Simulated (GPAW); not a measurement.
# HfO2 (P4_2/mnm) in GPAW: settings compared, part 2 of 2

GPAW 26.7.0. The steps go on from the part before.

## (4) Equation of state, PBEsol

run.py reads:

```python
from ase import Atoms
from ase.eos import EquationOfState
from ase.io import Trajectory
from ase.units import GPa
from gpaw import GPAW, PW, setup_paths

setup_paths.insert(0, '.')

atoms = Atoms(['Hf', 'Hf', 'O', 'O', 'O', 'O'],
              cell=[[4.81353299, 0.0, 0.0],
                    [0.0, 4.81353299, 0.0],
                    [0.0, 0.0, 3.20541541]],
              scaled_positions=[[0.5, 0.5, 0.5],
                                [0.0, 0.0, 0.0],
                                [0.80504488, 0.19495512, 0.5],
                                [0.69495512, 0.69495512, 0.0],
                                [0.30504488, 0.30504488, 0.0],
                                [0.19495512, 0.80504488, 0.5]],
              pbc=True)

traj = Trajectory('eos.traj', 'w')
volumes, energies = [], []
for x in [0.94, 0.96, 0.98, 1.0, 1.02, 1.04, 1.06]:
    a = atoms.copy()
    a.set_cell(atoms.cell * x**(1 / 3), scale_atoms=True)
    calc = GPAW(mode=PW(800),
                xc='PBEsol',
                kpts={'size': (4, 4, 6), 'gamma': True},
                occupations={'name': 'fermi-dirac', 'width': 0.05},
                nbands=43,
                convergence={'density': 1e-05, 'energy': 1e-05},
                maxiter=150,
                txt=f'eos-{x:.2f}.txt')
    a.calc = calc
    energies.append(a.get_potential_energy(force_consistent=True))
    volumes.append(a.get_volume())
    p = -a.get_stress()[:3].mean() / GPa
    calc.write(f'eos-{x:.2f}.gpw')
    traj.write(a)
    print(f'{x:.2f} {volumes[-1]:10.4f} A^3 {energies[-1]:14.6f} eV {p:9.3f} GPa', flush=True)

v0, e0, B = EquationOfState(volumes, energies, eos='birchmurnaghan').fit()
print(f'V0 = {v0:.4f} A^3, E0 = {e0:.6f} eV, B0 = {B / GPa:.2f} GPa')
```

Potentials or basis: PAW data sets generated in the run's folder for this functional, pw.

Launch:

```sh
$ gpaw-setup -f PBEsol Hf O
$ OMP_NUM_THREADS=1 python run.py
```

Output:

```text
__  _  _
 | _ |_)|_||  |
 |__||  | ||/\| - 26.7.0

Input parameters:
  mode=PW(ecut=800.0),
  convergence={'density': 1e-05, 'energy': 1e-05},
  kpts=MonkhorstPack(size=(4, 4, 6), gamma=True),
  maxiter=150,
  nbands=43,
  occupations=Occupations(name='fermi-dirac', width=0.05),
  xc=XC(name='PBEsol')

Diagonalizing LCAO Hamiltonian
Converting LCAO to pw mode
    .-----------.
   /|           |
  / |           |
 *  | O         |
 |  .----HfO----.
 | /       O   /
 |/   O       /
 Hf----------*

Atoms  # Å, Bohr magnetons
|   | symbol |        x |        y |        z |    initial magnetic moments |
|---|--------|----------|----------|----------|-----------------------------|
| 0 |     Hf | 2.357635 | 2.357635 | 1.569990 | ( 0.0000,  0.0000,  0.0000) |
| 1 |     Hf | 0.000000 | 0.000000 | 0.000000 | ( 0.0000,  0.0000,  0.0000) |
| 2 |      O | 3.796004 | 0.919266 | 1.569990 | ( 0.0000,  0.0000,  0.0000) |
| 3 |      O | 3.276901 | 3.276901 | 0.000000 | ( 0.0000,  0.0000,  0.0000) |
| 4 |      O | 1.438369 | 1.438369 | 0.000000 | ( 0.0000,  0.0000,  0.0000) |
| 5 |      O | 0.919266 | 3.796004 | 1.569990 | ( 0.0000,  0.0000,  0.0000) |

Unit cell  # Å
| periodic |        x |        y |        z |  lengths |    angles |
|----------|----------|----------|----------|----------|-----------|
|      yes | 4.715270 | 0.000000 | 0.000000 | 4.715270 | 90.000000 |
|      yes | 0.000000 | 4.715270 | 0.000000 | 4.715270 | 90.000000 |
|      yes | 0.000000 | 0.000000 | 3.139980 | 3.139980 | 90.000000 |

Number of symmetries: 8
Symmetry operations  # r_c * U_cc + t_c -> r_c
|   | kind |            matrix            |
|---|------|------------------------------|
| 0 |  E   |  1, 0, 0,  0, 1, 0,  0, 0, 1 |
| 1 |  σ   |  1, 0, 0,  0, 1, 0,  0, 0,-1 |
| 2 |  σ   |  0, 1, 0,  1, 0, 0,  0, 0, 1 |
| 3 |  C2  |  0, 1, 0,  1, 0, 0,  0, 0,-1 |
| 4 |  σ   |  0,-1, 0, -1, 0, 0,  0, 0, 1 |
| 5 |  C2  |  0,-1, 0, -1, 0, 0,  0, 0,-1 |
| 6 |  C2  | -1, 0, 0,  0,-1, 0,  0, 0, 1 |
| 7 |  i   | -1, 0, 0,  0,-1, 0,  0, 0,-1 |

BZ-sampling:
  Number of BZ points: 96
  Number of IBZ points: 28

  Monkhorst-Pack size: [4, 4, 6]
  Monkhorst-Pack shift: [0.125, 0.125, 0.08333333333333333]

K-points  # in reciprocal-cell coordinates
|     |                                coordinates |     weight |
|-----|--------------------------------------------|------------|
|   0 | (  0.00000000,   0.00000000,   0.00000000) | 0.01041667 |
|   1 | (  0.00000000,   0.00000000,   0.16666667) | 0.02083333 |
|   2 | (  0.00000000,   0.00000000,   0.33333333) | 0.02083333 |
|   3 | (  0.00000000,   0.00000000,   0.50000000) | 0.01041667 |
|   4 | (  0.25000000,  -0.25000000,   0.00000000) | 0.02083333 |
|   5 | (  0.25000000,  -0.25000000,   0.16666667) | 0.04166667 |
|   6 | (  0.25000000,  -0.25000000,   0.33333333) | 0.04166667 |
|   7 | (  0.25000000,  -0.25000000,   0.50000000) | 0.02083333 |
|   8 | (  0.25000000,   0.00000000,   0.00000000) | 0.04166667 |
|   9 | (  0.25000000,   0.00000000,   0.16666667) | 0.08333333 |
| ... |                                            |            |
|  27 | (  0.50000000,   0.50000000,   0.50000000) | 0.01041667 |

Plane wave coefficients: 3632
Cutoff: 800.0 eV

Spin-components: 1 (collinear spins)
Bands:           43
Projectors:      32
Spin-degeneracy: 2
Datatype:        complex128

Parallelization:
  kpt:    1
  domain: 1
  band:   1

Density:
  Valence electrons: 48.0
  Components: 1
  Grid points: [32 32 21]
  Charge: 0.0  # |e|

Potential:
  Grid points: [32 32 21]

species:
  Hf:
    name:    Hafnium
    Z:       72.0
    valence: 12
    core:    60
    charge:  0.0  # [|e|]
    compensation charges:
      type: gauss
      rc: 0.41  # [Å]
      lmax: 2
    cutoffs:
      filter: 2.36  # [Å]
      core: 4.02  # [Å]
    projectors
    | kind |    occ | energy [eV] | rcut [Å] |
    |------|--------|-------------|----------|
    |   5s |  2.000 |     -66.855 |    1.397 |
    |   6s |  2.000 |      -5.120 |    1.397 |
    |   5p |  6.000 |     -35.615 |    1.307 |
    |   6p |  0.000 |      -1.375 |    1.307 |
    |   5d |  2.000 |      -2.724 |    1.334 |
    |    d |        |      24.487 |    1.334 |

    Using partial waves for Hf as LCAO basis

  O:
    name:    Oxygen
    Z:       8.0
    valence: 6
    core:    2
    charge:  0.0  # [|e|]
    compensation charges:
      type: gauss
      rc: 0.21  # [Å]
      lmax: 2
    cutoffs:
      filter: 1.17  # [Å]
      core: 0.83  # [Å]
    projectors
    | kind |    occ | energy [eV] | rcut [Å] |
    |------|--------|-------------|----------|
    |   2s |  2.000 |     -23.808 |    0.688 |
    |   2p |  4.000 |      -8.972 |    0.598 |
    |    s |        |       3.404 |    0.688 |
    |    p |        |      18.239 |    0.598 |
    |    d |        |       0.000 |    0.619 |

    Using partial waves for O as LCAO basis

Reference energy: -827660.618381  # eV

eigensolver:
  PPCG
  Converge bands: occupied
  niter=2

density mixing:
  MSR1-Mixer
  Pratt-step length: 0.05
  Maximum mixing coefficient: 0.75
  Old densities: 10
  SVD Regularization: 0.005
  Good broyden scale: 1.0
  Trust region scale: 1.0
  Backstep threshold: 4.0
  History deletion threshold: 6.0
  Fourier metric: weight=20.0, sigma=0.015

occupation numbers:
  Fermi-Dirac:
    width: 0.0500  # eV

poisson solver:
  ecut: 6400.0  # eV

xc functional:
  name: PBEsol with 2 nearest neighbor stencil

convergence criteria:
- Maximum integral of absolute [dens]ity change: 1e-05 electrons / valence electron
- Maximum [total energy] change in last 3 cyles: 1e-05 eV / valence electron
- Maximum integral of absolute [eigenst]ate change: 4e-08 eV^2 / valence electron
maximum number of iterations: 150

SCF iterations
|iter     | |      energy | eigst |  dens |
|---------|-|-------------|-------|-------|
|iter:   1| |  -65.948399 | +0.27 |       |
|iter:   2| |  -63.927442 | -1.76 | -0.82 |
|iter:   3| |  -58.595375 | -0.83 | -0.87 |
|iter:   4| |  -58.584617 | -2.72 | -1.49 |
|iter:   5| |  -58.592364 | -3.13 | -1.74 |
|iter:   6| |  -58.591968 | -4.86 | -2.85 |
|iter:   7| |  -58.592004c| -5.85 | -3.33 |
|iter:   8| |  -58.592001c| -6.45 | -3.81 |
|iter:   9| |  -58.592002c| -7.58c| -4.13 |
|iter:  10| |  -58.592002c| -7.94c| -4.95 |
|iter:  11| |  -58.592002c| -8.67c| -5.51c|

Converged in 11 steps
Energy contributions relative to reference atoms: (reference = -827660.618381)

Energy contributions:
  Kinetic:          94.428366
  Coulomb:         -98.021849
  Zero:              0.708070
  External:          0.000000
  Xc:              -55.706589
  Entropy:          -0.000000
  Spinorbit:         0.000000
  ----------------------------
  Free energy:     -58.592002
  Extrapolated:    -58.592002

dipole moment: (-17.148389, -17.148389, -28.999435)  # |e|*Ang

Fermi level: 7.549
Eigenvalues  # (at kpt = [0.000, 0.000, 0.000])
| band index |      eig [eV] | occ [0-2] |
|------------|---------------|-----------|
|          0 |       -53.307 |     2.000 |
|        ... |               |           |
|         16 |         2.760 |     2.000 |
|         17 |         4.653 |     2.000 |
|         18 |         4.653 |     2.000 |
|         19 |         4.945 |     2.000 |
|         20 |         5.863 |     2.000 |
|         21 |         6.107 |     2.000 |
[... 8 lines left out ...]
|         30 |        15.009 |     0.000 |
|         31 |        15.655 |     0.000 |
|        ... |               |           |
|         42 |        25.301 |     0.000 |

Gap: 4.114 eV
Transition (v -> c):
  (s=0, k=0, n=23, [0.00, 0.00, 0.00]) -> (s=0, k=0, n=24, [0.00, 0.00, 0.00])
No difference between direct/indirect transitions

Stress tensor  # eV/Ang^3
|         x |         y |         z |
|-----------|-----------|-----------|
| -0.115871 |  0.000001 |  0.000000 |
|  0.000001 | -0.115871 |  0.000000 |
|  0.000000 |  0.000000 | -0.146694 |

# Writing to eos-0.94.gpw (mode='')
```

Run time: 9 min. Hardware: 1 thread of AMD EPYC 7R43 (Zen 3), shared host; peak memory 0.42 GiB.

Results:

| Item | Value |
| --- | --- |
| Equilibrium volume | 12.53 Å³/atom |
| Bulk modulus at fixed shape and positions | 235 GPa |
| Pressure derivative of the bulk modulus | 4.3 |

Energy against volume, from the lowest point:
```csv
volume (Å³/atom),energy (meV/atom)
11.636,52.74
11.883,26.32
12.131,9.35
12.378,0.84
12.626,0.00
12.873,6.00
13.121,18.26
```

Caveat: the cell was scaled at fixed shape and fractional positions, which overstates the stiffness of a crystal with free parameters, most of all of layers and chains. Spin-orbit coupling is left out, which matters for the levels of Hf.

## (5) Band structure, r2SCAN

run.py reads:

```python
from ase import Atoms
from ase.dft.bandgap import bandgap
from ase.io import write
from ase.units import GPa
from gpaw import GPAW, PW

atoms = Atoms(['Hf', 'Hf', 'O', 'O', 'O', 'O'],
              cell=[[4.81353299, 0.0, 0.0],
                    [0.0, 4.81353299, 0.0],
                    [0.0, 0.0, 3.20541541]],
              scaled_positions=[[0.5, 0.5, 0.5],
                                [0.0, 0.0, 0.0],
                                [0.80504488, 0.19495512, 0.5],
                                [0.69495512, 0.69495512, 0.0],
                                [0.30504488, 0.30504488, 0.0],
                                [0.19495512, 0.80504488, 0.5]],
              pbc=True)

calc = GPAW(mode=PW(800),
            xc='MGGA_X_R2SCAN+MGGA_C_R2SCAN',
            kpts={'size': (4, 4, 6), 'gamma': True},
            occupations={'name': 'fermi-dirac', 'width': 0.05},
            nbands=43,
            convergence={'density': 1e-05, 'energy': 1e-05},
            maxiter=150,
            txt='gpaw.txt')
atoms.calc = calc
energy = atoms.get_potential_energy()
forces = atoms.get_forces()
stress = atoms.get_stress()
calc.write('gs.gpw')
write('result.traj', atoms)
print(f'Energy: {energy:.6f} eV')
print('Forces (eV/A):')
print(forces.round(4))
print('Stress (GPa):', (stress / GPa).round(3))
print('Fermi level:', round(calc.get_fermi_level(), 4), 'eV')
print(f'Gap: {bandgap(calc)[0]:.4f} eV, direct: {bandgap(calc, direct=True)[0]:.4f} eV')

path = atoms.cell.bandpath('GXMGZRAZ,XR,MA', npoints=100, eps=1e-4)
bs_calc = calc.fixed_density(kpts=path, symmetry='off', nbands=62,
                             convergence={'bands': 'CBM+6.0', 'eigenstates': 1e-6}, txt='bands.txt')
bs = bs_calc.band_structure()
bs.write('bs.json')
print(f'Gap on the path: {bandgap(bs_calc)[0]:.4f} eV')
```

Potentials or basis: GPAW PAW data sets (gpaw-data 1.2.1), pw.

Launch:

```sh
$ OMP_NUM_THREADS=1 python run.py
```

Wall time 10 min (1 thread of AMD EPYC 7R43 (Zen 3), shared host); peak memory 0.92 GiB.

The run converged. Its results:

| Item | Value |
| --- | --- |
| Free energy | -88.1245 eV |
| Pressure | 4.1 GPa |
| Largest force | 0.050 eV/Å |
| Band gap on the k mesh | 4.54 eV, direct |
| Band gap along the path | 4.54 eV, direct |

Forces on the atoms (eV/Å):
```
Hf   0.000  0.000  0.000
Hf   0.000  0.000  0.000
O   -0.035  0.035  0.000
O    0.035  0.035  0.000
O   -0.035 -0.035  0.000
O    0.035 -0.035  0.000
```

Stress tensor (GPa, compression positive):
```
3.79 0.00 0.00
0.00 3.79 0.00
0.00 0.00 4.70
```

Levels at the corners of the path, in eV from the valence-band top:
| point | band 22 | band 23 | band 24 | band 25 | band 26 | band 27 |
| --- | --- | --- | --- | --- | --- | --- |
| Γ | -0.48 | -0.48 | 0.00 | 4.54 | 4.67 | 5.78 |
| X | -1.48 | -0.67 | -0.67 | 5.20 | 5.20 | 6.80 |
| M | -1.17 | -0.84 | -0.84 | 4.75 | 4.75 | 6.22 |
| Γ | -0.48 | -0.48 | 0.00 | 4.54 | 4.67 | 5.78 |
| Z | -2.11 | -1.00 | -1.00 | 6.15 | 6.15 | 6.68 |
| R | -1.80 | -0.95 | -0.95 | 4.74 | 4.74 | 6.90 |
| A | -1.12 | -0.52 | -0.52 | 5.68 | 5.68 | 6.44 |
| Z | -2.11 | -1.00 | -1.00 | 6.15 | 6.15 | 6.68 |
| X | -1.48 | -0.67 | -0.67 | 5.20 | 5.20 | 6.80 |
| R | -1.80 | -0.95 | -0.95 | 4.74 | 4.74 | 6.90 |
| M | -1.17 | -0.84 | -0.84 | 4.75 | 4.75 | 6.22 |
| A | -1.12 | -0.52 | -0.52 | 5.68 | 5.68 | 6.44 |

Caveat: the PAW data sets were made with another functional, which shifts forces and pressure a little; spin-orbit coupling is left out, which moves the levels of the heavy elements. r2SCAN opens gaps a little over a GGA but as a rule still falls short of measured ones.

## (6) Single point, TB-mBJ

run.py reads:

```python
from ase import Atoms
from ase.dft.bandgap import bandgap
from ase.io import write
from gpaw import GPAW, PW

atoms = Atoms(['Hf', 'Hf', 'O', 'O', 'O', 'O'],
              cell=[[4.81353299, 0.0, 0.0],
                    [0.0, 4.81353299, 0.0],
                    [0.0, 0.0, 3.20541541]],
              scaled_positions=[[0.5, 0.5, 0.5],
                                [0.0, 0.0, 0.0],
                                [0.80504488, 0.19495512, 0.5],
                                [0.69495512, 0.69495512, 0.0],
                                [0.30504488, 0.30504488, 0.0],
                                [0.19495512, 0.80504488, 0.5]],
              pbc=True)

calc = GPAW(mode=PW(800),
            xc='TB09',
            kpts={'size': (4, 4, 6), 'gamma': True},
            occupations={'name': 'fermi-dirac', 'width': 0.05},
            nbands=43,
            convergence={'density': 1e-05, 'energy': 1e-05},
            eigensolver='cg',
            maxiter=150,
            txt='gpaw.txt')
atoms.calc = calc
energy = atoms.get_potential_energy()
calc.write('gs.gpw')
write('result.traj', atoms)
print('Fermi level:', round(calc.get_fermi_level(), 4), 'eV')
print(f'Gap: {bandgap(calc)[0]:.4f} eV, direct: {bandgap(calc, direct=True)[0]:.4f} eV')
```

Potentials or basis: GPAW PAW data sets for LDA (gpaw-data 1.2.1), pw.

Launch:

```sh
$ OMP_NUM_THREADS=1 python run.py
```

Run time: 11 min. Hardware: 1 thread of AMD EPYC 7R43 (Zen 3), shared host; peak memory 0.42 GiB.

The run converged. Its results:

```
Band gap on the k mesh : 5.65 eV, direct
```

Levels at points of the mesh, in eV from the valence-band top:
```tsv
k point	band 21	band 22	band 23	band 24	band 25	band 26	band 27	band 28
(0.00, 0.00, 0.00)	-0.78	-0.49	-0.49	0.00	5.65	5.81	6.82	7.00
(0.00, 0.00, 0.50)	-1.71	-1.71	-0.91	-0.91	7.09	7.09	7.44	7.44
(0.50, 0.00, 0.00)	-1.39	-1.39	-0.57	-0.57	6.26	6.26	7.64	7.64
(0.50, 0.00, 0.50)	-1.58	-1.58	-0.85	-0.85	5.83	5.83	7.79	7.79
(0.50, 0.50, 0.00)	-1.14	-1.14	-0.83	-0.83	5.72	5.72	7.06	7.06
(0.50, 0.50, 0.50)	-0.96	-0.96	-0.52	-0.52	6.74	6.74	7.29	7.29
```

Caveat: a model potential gives levels but no total energy; the PAW data sets were made with another functional, which shifts forces and pressure a little; spin-orbit coupling is left out, which moves the levels of the heavy elements. A k mesh can miss the band edges.

## (7) Overview

```tsv
task	level	potentials or basis	band path	band points	gap on the mesh (eV)	pressure (GPa)	largest force (eV/Å)
band structure	PBE	GPAW PAW data sets (gpaw-data 1.2.1), pw	GXMGZRAZ,XR,MA	100	4.00	9.5	0.09
band structure	PBEsol	PAW data sets generated in the run's folder for this functional, pw	GXMGZRAZ,XR,MA	100	3.88	2.8	0.03
equation of state	PBEsol	PAW data sets generated in the run's folder for this functional, pw	-	-	-	-	-
band structure	r2SCAN	GPAW PAW data sets (gpaw-data 1.2.1), pw	GXMGZRAZ,XR,MA	100	4.54	4.1	0.05
single point	TB-mBJ	GPAW PAW data sets for LDA (gpaw-data 1.2.1), pw	-	-	5.65	-	-
```

Alike in all rows: no spin polarisation; cell as given; k mesh 4 × 4 × 6; cutoff (eV) 800; smearing fermi-dirac 0.05 eV.

Caveats: spin-orbit coupling is left out, which moves the levels of the heavy elements (some runs); the PAW data sets were made with another functional, which shifts forces and pressure a little (some runs); the cell was scaled at fixed shape and fractional positions, which overstates the stiffness of a crystal with free parameters, most of all of layers and chains (some runs); a model potential gives levels but no total energy (some runs).

Total energies depend on the potentials used, so only differences within one code and one set of settings carry meaning.
